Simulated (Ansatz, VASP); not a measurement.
Given: the input of a run of Ansatz 0.2.0 on Sr.

The input input.yaml:

```yaml
crystal:
  lattice:
    - [4.31, 0.0, 0.0]
    - [-2.155, 3.7325694903, 0.0]
    - [0.0, 0.0, 7.05]
  atoms:
    - { symbol: Sr, position: [0.6666666667, 0.3333333333, 0.75] }
    - { symbol: Sr, position: [0.3333333333, 0.6666666667, 0.25] }
hamiltonian:
  xc: rpbe
  pseudopotentials: { kind: paw }
kpoints:
  mp_grid: { grid: [7, 7, 4] }
scf:
  occupations: { method: gaussian, width: 0.05 }
output:
  forces: true
  stress: true
  eigenvalues: true
```

Potentials or basis: Ansatz PAW.

The run is started by

```sh
$ ansatz run input.yaml --threads 2 --pin off --max-ram 5632MiB --backend cpu --events-out ev --progress --plain --runs-dir out
```

Task: Translate it to VASP 6.6.1. Potentials there: VASP PAW PBE potentials, release 64 (Sr_sv).

Result: As run (the cutoff follows the program's own potentials):

Contents of INCAR:

```
ALGO = Normal
EDIFF = 1E-7
ENCUT = 500
GGA = RP
ISIF = 2
ISMEAR = 0
LASPH = True
LCHARG = False
LREAL = False
LWAVE = False
NBANDS = 17
NELM = 60
PREC = Accurate
SIGMA = 0.05
```

Contents of KPOINTS:

```
k-points
0
Gamma
  7 7 4
```

Contents of POSCAR:

```
Sr
4.31
    1.000000000000      0.000000000000      0.000000000000
   -0.500000000000      0.866025403782      0.000000000000
    0.000000000000      0.000000000000      1.635730858469
Sr
2
Direct
    0.6666666667      0.3333333333      0.7500000000
    0.3333333333      0.6666666667      0.2500000000
```

Potentials or basis: VASP PAW PBE potentials, release 64 (Sr_sv).

Command:

```sh
$ cat potpaw_PBE.64/Sr_sv/POTCAR > POTCAR
$ mpirun -np 1 vasp_std > vasp.out
```

Both were run:

|  | VASP | Ansatz | Ansatz less VASP |
| --- | --- | --- | --- |
| gap on the k mesh at the Fermi level (eV) | none | none | - |
| pressure (GPa) | 0.5 | 0.5 | 0.00 |
| largest component of the traceless stress (GPa) | 0.56 | 0.56 | -0.001 |

A gap of «none» marks a metal or a gap that the smearing closes.

Caveats: the PAW data sets were made with another functional, which shifts forces and pressure a little (VASP); the PAW data sets come from PBE, with cores solved anew for the run's functional, which leaves a small shift of forces and pressure (Ansatz).
